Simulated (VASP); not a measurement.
Method: PBEsol GGA, VASP's PBE PAW potentials (set 64) (plane waves; VASP).

VASP input:

### INCAR
```
SYSTEM  =  CsI
PREC  =  Accurate; ENCUT  =  480; LREAL  =  .False.
LASPH  =  .True.
EDIFF  =  1E-6; NELM  =  100; ALGO  =  Normal
LMAXMIX  =  4
ISMEAR  =  0; SIGMA  =  0.05
GGA  =  PS
IBRION  =  2; NSW  =  60; ISIF  =  3
EDIFFG  =  -0.01
LWAVE  =  .False.; LCHARG  =  .False.
```

### POSCAR
```
CsI
1
    4.5169791335    -0.0000000000     0.0000000000
    0.0000000000     4.5169791335    -0.0000000000
    0.0000000000     0.0000000000     4.5169791335
Cs I
1 1
Direct
  0.0000000000   0.0000000000   0.0000000000
  0.5000000000   0.5000000000   0.5000000000
```

### KPOINTS
```
Automatic mesh
0
Gamma
5 5 5
0 0 0
```

POTCAR, in this order: Cs_sv I (PBE.64 set). Program: vasp_std.

What VASP printed:

**OUTCAR**
```
 ion  position               nearest neighbor table
   1  0.000  0.000  0.000-
   2  0.500  0.500  0.500-
  LATTYP: Found a simple cubic cell.
 ALAT       =     4.5169791335
 Subroutine PRICEL returns:
 Original cell was already a primitive cell.
 Subroutine GETGRP returns: Found 48 space group operations
The static configuration has the point symmetry O_h .
The dynamic configuration has the point symmetry O_h .
 Subroutine INISYM returns: Found 48 space group operations
 Subroutine IBZKPT returns following result:
 Found     10 irreducible k-points:

 Following reciprocal coordinates:
            Coordinates               Weight
  0.000000  0.000000  0.000000      1.000000
  0.200000  0.000000  0.000000      6.000000
  0.400000  0.000000  0.000000      6.000000
  0.200000  0.200000  0.000000     12.000000
  0.400000  0.200000  0.000000     24.000000
  0.400000  0.400000  0.000000     12.000000
  0.200000  0.200000  0.200000      8.000000
  0.400000  0.200000  0.200000     24.000000
  0.400000  0.400000  0.200000     24.000000
...
```

File OSZICAR:
```
       N       E                     dE             d eps       ncg     rms          rms(c)
DAV:   1     0.886196660709E+02    0.88620E+02   -0.58835E+03   240   0.102E+03
DAV:   2     0.590934854527E+00   -0.88029E+02   -0.82634E+02   372   0.164E+02
DAV:   3    -0.581625455378E+01   -0.64072E+01   -0.63730E+01   300   0.515E+01
DAV:   4    -0.590425794050E+01   -0.88003E-01   -0.87984E-01   284   0.735E+00
DAV:   5    -0.590528276632E+01   -0.10248E-02   -0.10248E-02   296   0.862E-01    0.140E+00
DAV:   6    -0.579606723849E+01    0.10922E+00   -0.14495E-01   272   0.186E+00    0.101E+00
DAV:   7    -0.577202832887E+01    0.24039E-01   -0.11484E-01   268   0.169E+00    0.489E-01
DAV:   8    -0.577390835961E+01   -0.18800E-02   -0.77110E-03   276   0.570E-01    0.815E-02
DAV:   9    -0.577413096067E+01   -0.22260E-03   -0.56997E-04   280   0.164E-01    0.591E-02
DAV:  10    -0.577419922246E+01   -0.68262E-04   -0.11549E-04   288   0.654E-02    0.126E-02
DAV:  11    -0.577419794932E+01    0.12731E-05   -0.33955E-05   276   0.303E-02    0.416E-03
DAV:  12    -0.577419814810E+01   -0.19878E-06   -0.28969E-06   268   0.113E-02
   1 F= -.57741981E+01 E0= -.57741981E+01  d E =-.577420E+01
```

**OUTCAR**
```
------------------------ aborting loop because EDIFF is reached ----------------------------------------
  FORCE on cell =-STRESS in cart. coord.  units (eV):
  Direction    XX          YY          ZZ          XY          YZ          ZX
  --------------------------------------------------------------------------------------
  Total       -0.0170361     -0.0170361     -0.0170361     -0.0000000     -0.0000000     -0.0000000
  in kB       -0.2961664     -0.2961664     -0.2961664     -0.0000000     -0.0000000     -0.0000000
  external PRESSURE =      -0.2961664 kB  Pullay stress =       0.0000000 kB
  volume of cell :       92.16
      direct lattice vectors                 reciprocal lattice vectors
     4.516979133  0.000000000  0.000000000     0.221386898  0.000000000  0.000000000
     0.000000000  4.516979133  0.000000000     0.000000000  0.221386898  0.000000000
     0.000000000  0.000000000  4.516979133     0.000000000  0.000000000  0.221386898
 POSITION                                       TOTAL-FORCE (eV/Angst)
 -----------------------------------------------------------------------------------
      0.00000      0.00000      0.00000         0.000000      0.000000      0.000000
      2.25849      2.25849      2.25849         0.000000      0.000000      0.000000
 -----------------------------------------------------------------------------------
    total drift:                                0.000000      0.000000     -0.000000
  FREE ENERGIE OF THE ION-ELECTRON SYSTEM (eV)
  ---------------------------------------------------
  free  energy   TOTEN  =        -5.7741981481 eV

  energy  without entropy=       -5.7741981481  energy(sigma->0) =       -5.77419815

 reached required accuracy - stopping structural energy minimisation
```
(Selected blocks of OUTCAR.)

The compound is CsI in the CsCl type structure. It was relaxed first. The start is the result of an earlier pass.
